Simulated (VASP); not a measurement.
# PtSe2 in VASP: settings compared

The runs below take PtSe2 through phonons, band structure, with LDA, PBE+D3(BJ), r2SCAN.

All numbers are computed with VASP 6.6.1; they aren't measurements. Logs are shortened: lines on timing, memory, paths and dates and some standing lists are left out, and cuts for length are marked.

### 1 The slab as given

The cell holds a slab with vacuum, 9 atoms: a = 3.722 Å, b = 3.722 Å, c = 30.655 Å, α = 90.00°, β = 90.00°, γ = 120.00°.

### 2 Phonons, LDA

POSCAR reads:

```
PtSe2
1.0
    3.7215903211      0.0000000000      0.0000000000
   -1.8607951605      3.2229917569      0.0000000000
    0.0000000000      0.0000000000     30.6550000000
  Se              Pt
     6     3
Direct
     0.6666666699999979    0.3333333300000021    0.3021187589565105
     0.3333333300000021    0.6666666699999979    0.3850004771274367
     0.6666666699999979    0.3333333300000021    0.4583587113868343
     0.3333333300000021    0.6666666699999979    0.5416412886131657
     0.6666666699999979    0.3333333300000021    0.6149995228725633
     0.3333333300000021    0.6666666699999979    0.6978812410434894
     0.0000000000000000    0.0000000000000000    0.3439646154331402
     0.0000000000000000    0.0000000000000000    0.5000000000000000
     0.0000000000000000    0.0000000000000000    0.6560353845668598
```

INCAR.step1 reads:

```
SYSTEM = PtSe2
  PREC = Accurate
  ENCUT = 600
  EDIFF = 1E-8
  ISMEAR = 0
  SIGMA = 0.03
  LREAL = .False.
  LASPH = .True.
  NELM = 80
  ALGO = Fast
  ISIF = 2
  LWAVE = .False.
  LCHARG = .False.
  GGA = CA
  LATTICE_CONSTRAINTS = .TRUE. .TRUE. .FALSE.
  KPAR = 4
  IBRION = 2
  NSW = 40
  EDIFFG = -0.002
```

INCAR.step2 reads:

```
SYSTEM = PtSe2
  PREC = Accurate
  ENCUT = 600
  EDIFF = 1E-8
  ISMEAR = 0
  SIGMA = 0.03
  LREAL = .False.
  LASPH = .True.
  NELM = 80
  ALGO = Fast
  ISIF = 2
  LWAVE = .False.
  LCHARG = .False.
  GGA = CA
  LATTICE_CONSTRAINTS = .TRUE. .TRUE. .FALSE.
  KPAR = 4
  IBRION = 6
  NFREE = 2
  POTIM = 0.015
  NSW = 1
```

KPOINTS reads:

```
regular mesh
0
Gamma
  9 9 1
  0 0 0
```

Potentials or basis: VASP PAW LDA potentials, release 64 (Se, Pt).

On the command line:

```console
$ cat potpaw_LDA.64/Se/POTCAR potpaw_LDA.64/Pt/POTCAR > POTCAR
$ cp INCAR.step1 INCAR
$ mpirun -np 4 vasp_std > vasp.out
$ cp CONTCAR POSCAR
$ cp INCAR.step2 INCAR
$ mpirun -np 4 vasp_std > vasp.out
```

OUTCAR:

```text
SYSTEM = PtSe2
   PREC = Accurate
   ENCUT = 600
   EDIFF = 1E-8
   ISMEAR = 0
   LREAL = .False.
   LASPH = .True.
   NELM = 80
   ISIF = 2
   GGA = CA
   IBRION = 6
   NFREE = 2
   POTIM = 0.015
   NSW = 1

 ion  position               nearest neighbor table
   1  0.667  0.333  0.302-   7 2.50   7 2.50   7 2.50
   2  0.333  0.667  0.385-   7 2.49   7 2.49   7 2.49
   3  0.667  0.333  0.458-   8 2.50   8 2.50   8 2.50
   4  0.333  0.667  0.542-   8 2.50   8 2.50   8 2.50
   5  0.667  0.333  0.615-   9 2.49   9 2.49   9 2.49
   6  0.333  0.667  0.698-   9 2.50   9 2.50   9 2.50
   7  0.000  0.000  0.344-   2 2.49   2 2.49   2 2.49   1 2.50   1 2.50   1 2.50
   8  0.000  0.000  0.500-   3 2.50   4 2.50   4 2.50   3 2.50   3 2.50   4 2.50
   9  0.000  0.000  0.656-   5 2.49   5 2.49   5 2.49   6 2.50   6 2.50   6 2.50

  LATTYP: Found a hexagonal cell.
 ALAT       =     3.7215903211
 C/A-ratio  =     8.2370700037

  Lattice vectors:

 A1 = (   3.7215903211,   0.0000000000,   0.0000000000)
 A2 = (  -1.8607951605,   3.2229917569,   0.0000000000)
 A3 = (   0.0000000000,   0.0000000000,  30.6550000000)

Analysis of symmetry for initial positions (statically):
=====================================================================
 Subroutine PRICEL returns:
 Original cell was already a primitive cell.

 Routine SETGRP: Setting up the symmetry group for a
 hexagonal supercell.

 Subroutine GETGRP returns: Found 12 space group operations
 (whereof 12 operations were pure point group operations)
 out of a pool of 24 trial point group operations.

The static configuration has the point symmetry D_3d.

Analysis of symmetry for dynamics (positions and initial velocities):
=====================================================================
 Subroutine PRICEL returns:
 Original cell was already a primitive cell.

 Routine SETGRP: Setting up the symmetry group for a
 hexagonal supercell.

 Subroutine GETGRP returns: Found 12 space group operations
 (whereof 12 operations were pure point group operations)
 out of a pool of 24 trial point group operations.

The dynamic configuration has the point symmetry D_3d.

 Subroutine INISYM returns: Found 12 space group operations
 (whereof 12 operations are pure point group operations),
 and found     1 'primitive' translations

----------------------------------------------------------------------------------------

                                     Primitive cell

  volume of cell :     367.6961

  direct lattice vectors                    reciprocal lattice vectors
     3.721590321  0.000000000  0.000000000     0.268702333  0.155135364  0.000000000
    -1.860795160  3.222991757  0.000000000     0.000000000  0.310270728  0.000000000
     0.000000000  0.000000000 30.655000000     0.000000000  0.000000000  0.032621106

  length of vectors
     3.721590321  3.721590318 30.655000000     0.310270728  0.310270728  0.032621106

  position of ions in fractional coordinates (direct lattice)
     0.666666670  0.333333330  0.302124184
     0.333333330  0.666666670  0.384996489
     0.666666670  0.333333330  0.458362128
     0.333333330  0.666666670  0.541637872
     0.666666670  0.333333330  0.615003511
     0.333333330  0.666666670  0.697875816
     0.000000000  0.000000000  0.343965093
     0.000000000  0.000000000  0.500000000
     0.000000000  0.000000000  0.656034907

  ion indices of the primitive-cell ions
   primitive index   ion index
                 1           1
                 2           2
                 3           3
                 4           4
                 5           5
                 6           6
                 7           7
                 8           8
                 9           9

----------------------------------------------------------------------------------------

 KPOINTS: regular mesh

Automatic generation of k-mesh.
 Grid dimensions read from file:
 generate k-points for:    9    9    1

[... 24 lines left out ...]
  0.444444 -0.000000  0.000000      6.000000
  0.111111  0.111111  0.000000      6.000000
  0.222222  0.111111  0.000000     12.000000
  0.333333  0.111111  0.000000     12.000000
  0.444444  0.111111  0.000000      6.000000
  0.222222  0.222222  0.000000      6.000000
  0.333333  0.222222  0.000000     12.000000
  0.333333  0.333333  0.000000      2.000000
   k-points           NKPTS =     12   k-points in BZ     NKDIM =     12   number of bands    NBANDS=     39
   number of dos      NEDOS =    301   number of ions     NIONS =      9
   total plane-waves  NPLWV = 225000
   dimension x,y,z NGX =    30 NGY =   30 NGZ =  250
   dimension x,y,z NGXF=    60 NGYF=   60 NGZF=  500
   ions per type =               6   3
   NGX,Y,Z   is equivalent  to a cutoff of  13.40, 13.40, 13.56 a.u.
   NGXF,Y,Z  is equivalent  to a cutoff of  26.80, 26.80, 27.12 a.u.
 SYSTEM =  PtSe2
   PREC   = accura    normal or accurate (medium, high low for compatibility)
   ISTART =      0    job   : 0-new  1-cont  2-samecut
   ICHARG =      2    charge: 1-file 2-atom 10-const
   ISPIN  =      1    spin polarized calculation?
   LNONCOLLINEAR =      F non collinear calculations
   LSORBIT =      F    spin-orbit coupling
   LASPH  =      T    aspherical Exc in radial PAW
   ENCUT  =  600.0 eV  44.10 Ry    6.64 a.u.   7.43  7.43 61.23*2*pi/ulx,y,z
   NELM   =     80;   NELMIN=  2; NELMDL=  0     # of ELM steps
   EDIFF  = 0.1E-07   stopping-criterion for ELM
   LREAL  =      F    real-space projection
   EDIFFG = 0.1E-06   stopping-criterion for IOM
   NSW    =    145    number of steps for IOM
   IBRION =      6    ionic relax: 0-MD 1-quasi-New 2-CG
   NFREE  =      2    steps in history (QN), initial steepest desc. (CG)
   ISIF   =      2    stress and relaxation
   ISYM   =      2    0-nonsym 1-usesym 2-fastsym
   POTIM  = 0.0150    time-step for ionic-motion
   TEBEG  =    0.0;   TEEND  =   0.0 temperature during run
   PSTRESS=    0.0 pullay stress
   NELECT =      66.0000    total number of electrons
   NUPDOWN=      -1.0000    fix difference up-down
   EMIN   =  10.00;   EMAX   =-10.00  energy-range for DOS
   EFERMI =   0.00;   METHOD = LEGACY
   ISMEAR =     0;   SIGMA  =   0.03  broadening in eV -4-tet -1-fermi 0-gaus
   EFERMI_NEDOS =   21; number of points for ismear=-14 and -15
   IALGO  =     68    algorithm
   IMIX   =      4    mixing-type and parameters
     AMIX     =   0.40;   BMIX     =  1.00
     AMIX_MAG =   1.60;   BMIX_MAG =  1.00
  volume/ion in A,a.u.               =      40.86       275.70
  Fermi-wavevector in a.u.,A,eV,Ry     =   0.923478  1.745120 11.603201  0.852811
  Thomas-Fermi vector in A             =   2.049119
   LORBIT       =      0    0 simple, 1 ext, 2 COOP (PROOUT), +10 PAW based schemes
   GGA     = CA    functional components
   LHFCALC =     F    Hartree Fock is set to
   AEXX    =    0.0000 exact exchange contribution
   IVDW    =     0    specifies the selected vdW correction
   LEPSILON=     F    determine dielectric tensor
   LRPA    =     F    only Hartree local field effects (RPA)
 finite differences with symmetry
 non-spin polarized calculation
 RMM-DIIS sequential band-by-band and
 Gauss-broadening in eV      SIGMA  =   0.03
  energy-cutoff  :      600.00
  volume of cell :      367.70
 maximum number of plane-waves:     12341
 NGX is ok and might be reduce to    30
   NGX = 15   NGY = 15   NGZ =123

--------------------------------------- Ionic step        1  -------------------------------------------

 number of electron      66.0000002 magnetization

 Free energy of the ion-electron system (eV)
  ---------------------------------------------------
  ext. energy  EPLUGINS =         0.00000000
  ---------------------------------------------------
  free energy    TOTEN  =       -50.96606708 eV

  energy without entropy =      -50.96535612  energy(sigma->0) =      -50.96571160

------------------------ aborting loop because EDIFF is reached ----------------------------------------

  FORCE on cell =-STRESS in cart. coord.  units (eV):
  Direction    XX          YY          ZZ          XY          YZ          ZX
  --------------------------------------------------------------------------------------
  -------------------------------------------------------------------------------------
  Total        0.0438763      0.0438763     -0.0351153      0.0000000      0.0000000      0.0000000
  in kB        0.1911841      0.1911841     -0.1530092      0.0000000      0.0000000      0.0000000
  external PRESSURE =       0.0764530 kB  Pullay stress =       0.0000000 kB
[... 110 lines left out ...]
  FREE ENERGIE OF THE ION-ELECTRON SYSTEM (eV)
  ---------------------------------------------------
  free  energy   TOTEN  =       -50.9651450185 eV

  energy  without entropy=      -50.9644406981  energy(sigma->0) =      -50.96479286

[... ionic steps 4 to 18 ...]

--------------------------------------- Ionic step       19  -------------------------------------------

 number of electron      66.0000002 magnetization

------------------------ aborting loop because EDIFF is reached ----------------------------------------
[... 81 lines left out ...]
--------------------------------------- Ionic step       21  -------------------------------------------

 number of electron      66.0000003 magnetization

 Free energy of the ion-electron system (eV)
  ---------------------------------------------------
  ext. energy  EPLUGINS =         0.00000000
  ---------------------------------------------------
  free energy    TOTEN  =       -50.96428937 eV

  energy without entropy =      -50.96363281  energy(sigma->0) =      -50.96396109

 E-fermi :   0.8551     XC(G=0):  -5.7345

 val. band max:        0.7081161190   @ k =   0.1111  -0.0000   0.0000
 cond. band min:       0.8627541193   @ k =   0.3333   0.3333   0.0000
 fundamental gap:      0.1546380003
 Fermi energy:         0.8550525292

 k-point     1 :       0.0000    0.0000    0.0000
  band No.  band energies     occupation
      1     -15.1383      2.00000
      2     -14.7886      2.00000
      3     -14.3824      2.00000
      4     -13.2644      2.00000
      5     -12.6138      2.00000
      6     -12.1521      2.00000
[... 529 lines left out ...]
  FREE ENERGIE OF THE ION-ELECTRON SYSTEM (eV)
  ---------------------------------------------------
  free  energy   TOTEN  =       -50.9642893681 eV

  energy  without entropy=      -50.9636328118  energy(sigma->0) =      -50.96396109

 INTERNAL STRAIN TENSORS FROM DISPLACED ATOMS
 ============================================

 INTERNAL STRAIN TENSOR FOR ION    1 for displacements in x,y,z  (eV/Angst):
          X           Y           Z          XY          YZ          ZX
  --------------------------------------------------------------------------------
  x    -0.00000     0.00000    -0.00000    -5.96523     0.00000    11.29431
  y    -5.96523     5.96523     0.00000     0.00000    11.29431     0.00000
  z    13.58022    13.58022    15.45849     0.00000    -0.00000     0.00000

 INTERNAL STRAIN TENSOR FOR ION    9 for displacements in x,y,z  (eV/Angst):
          X           Y           Z          XY          YZ          ZX
  --------------------------------------------------------------------------------
  x    -0.00000     0.00000    -0.00000    -0.41735     0.00000     0.05383
  y    -0.41735     0.41735     0.00000     0.00000     0.05383     0.00000
  z     1.15906     1.15906    -0.33726     0.00000     0.00000    -0.00000

 Eigenvectors and eigenvalues of the dynamical matrix
   1 f  =    7.090602 THz    44.551564 2PiTHz  236.517009 cm-1    29.324359 meV
   2 f  =    7.090602 THz    44.551563 2PiTHz  236.517009 cm-1    29.324359 meV
   3 f  =    6.938023 THz    43.592885 2PiTHz  231.427542 cm-1    28.693345 meV
   4 f  =    6.913841 THz    43.440943 2PiTHz  230.620903 cm-1    28.593335 meV
   5 f  =    6.898390 THz    43.343862 2PiTHz  230.105516 cm-1    28.529435 meV
   6 f  =    6.898390 THz    43.343862 2PiTHz  230.105516 cm-1    28.529435 meV
[... 16 lines left out ...]
  23 f  =    0.739741 THz     4.647932 2PiTHz   24.675115 cm-1     3.059323 meV
  24 f  =    0.739741 THz     4.647932 2PiTHz   24.675115 cm-1     3.059323 meV
  25 f/i=    0.000762 THz     0.004790 2PiTHz    0.025430 cm-1     0.003153 meV
  26 f/i=    0.000762 THz     0.004790 2PiTHz    0.025430 cm-1     0.003153 meV
  27 f/i=    0.001596 THz     0.010028 2PiTHz    0.053238 cm-1     0.006601 meV

 ELASTIC MODULI CONTR FROM IONIC RELAXATION (kBar)
 Direction    XX          YY          ZZ          XY          YZ          ZX
 --------------------------------------------------------------------------------
 XX        -493.5109   -273.9744   -474.2432     -0.0000    214.5698      0.0000
 YY        -273.9744   -493.5109   -474.2432     -0.0000   -214.5698     -0.0000
 ZZ        -474.2432   -474.2432   -589.8856     -0.0000      0.0000     -0.0000
 XY          -0.0000     -0.0000     -0.0000   -109.7682     -0.0000    214.5699
 YZ         214.5698   -214.5698      0.0000     -0.0000   -420.0156     -0.0000
 ZX           0.0000     -0.0000     -0.0000    214.5699     -0.0000   -420.0160
 --------------------------------------------------------------------------------
```

It took 53 min on 4 MPI ranks of Intel Xeon Platinum 8259CL at 2.50GHz (Skylake/Cascade Lake), shared host; peak memory 1.1 GiB.

What came out:

```yaml
Highest_phonon_frequency_at_Γ_LO-TO_splitting_left_out: 237 cm⁻¹
```

Phonon frequencies in cm⁻¹ (negative: imaginary):
| q point | frequencies |
| --- | --- |
| (0.000, 0.000, 0.000) | 0 0 0 25 25 27 41 41 48 169 169 175 175 176 176 204 204 208 220 221 221 230 230 231 231 237 237 |

The run has no spin-orbit coupling, so splittings on Pt are missing.

[end of part 1 of 2]
